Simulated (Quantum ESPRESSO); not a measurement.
## CdSe: equation of state with r2SCAN

CdSe:

```
CELL_PARAMETERS angstrom
0.00000 3.07027 3.07027
3.07027 0.00000 3.07027
3.07027 3.07027 0.00000
ATOMIC_POSITIONS crystal
Cd 0.00000 0.00000 0.00000
Se 0.25000 0.25000 0.25000
```

Measurements of this composition are mostly on another form, of space group No. 186.

```yaml
Program: Quantum ESPRESSO 7.5
Task: equation of state
Functional: r2SCAN
Potentials_or_basis: SG15 PBE 1.2
Cutoff: 952 eV
Density_cutoff: 3810 eV
k_mesh: 5 × 5 × 5
Occupations: fermi-dirac, width 0.05 eV
Spin: no spin polarisation
Symmetry: off
Mixing_beta: 0.5
Most_SCF_iterations: 120
SCF_threshold: 1e-08 Ry
```

```json
{
  "Equilibrium volume": "28.94 Å³/atom",
  "Bulk modulus": "51 GPa",
  "Pressure derivative of the bulk modulus": "4.7"
}
```

Energy against volume, from the lowest point:
```csv
volume (Å³/atom),energy (meV/atom)
27.206,18.64
27.784,7.94
28.363,1.89
28.942,0.00
29.521,1.82
30.100,6.95
30.679,15.05
```

All runs of the series together: 5.1 min on 4 threads of Intel(R) Xeon(R) 6975P-C (Granite Rapids) (shared host).

Caveat: the potentials were made for another functional, which shifts forces and pressure.
